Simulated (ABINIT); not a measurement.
CdF2:

```
CELL_PARAMETERS angstrom
0.00000 2.69400 2.69400
2.69400 0.00000 2.69400
2.69400 2.69400 0.00000
ATOMIC_POSITIONS crystal
Cd 0.00000 0.00000 0.00000
F 0.75000 0.75000 0.75000
F 0.25000 0.25000 0.25000
```

* Program: ABINIT 10.8.3 (patched build)
* Task: relaxation of cell and atoms
* Functional: PBE
* Potentials or basis: PseudoDojo NC SR PBE v0.4.1 standard
* Cutoff: 1442 eV
* k mesh: 7 × 7 × 7
* Occupations: fermi-dirac, width 0.05 eV
* Spin: no spin polarisation

At the start: pressure 5.3 GPa; volume 13.03 Å³/atom.

**Question.** Where does the relaxation end?

**Answer.** Over 5 steps the energy falls by 10.4 meV/atom and the volume is 13.70 Å³/atom (+5.1 %); space group Fm-3m (No. 225, to 0.05 Å).

Step by step:
| step | energy change (eV) | largest force (eV/Å) | pressure (GPa) | volume (Å³) |
| --- | --- | --- | --- | --- |
| 1 | 0.0000 | 0.0000 | 5.27 | 39.10 |
| 2 | -0.0172 | 0.0000 | 3.43 | 39.74 |
| 3 | -0.0312 | 0.0000 | 0.23 | 41.00 |
| 4 | -0.0313 | 0.0000 | 0.01 | 41.09 |
| 5 | -0.0313 | 0.0000 | 0.00 | 41.10 |

Final structure:
```cif
data_structure
_symmetry_space_group_name_H-M 'P 1'
_symmetry_Int_Tables_number 1
_cell_length_a 3.8736
_cell_length_b 3.8736
_cell_length_c 3.8736
_cell_angle_alpha 60.000
_cell_angle_beta 60.000
_cell_angle_gamma 60.000
_cell_volume 41.10
loop_
_atom_site_label
_atom_site_type_symbol
_atom_site_fract_x
_atom_site_fract_y
_atom_site_fract_z
_atom_site_occupancy
Cd1 Cd 0.00000 0.00000 0.00000 1
F1 F 0.75000 0.75000 0.75000 1
F2 F 0.25000 0.25000 0.25000 1
```
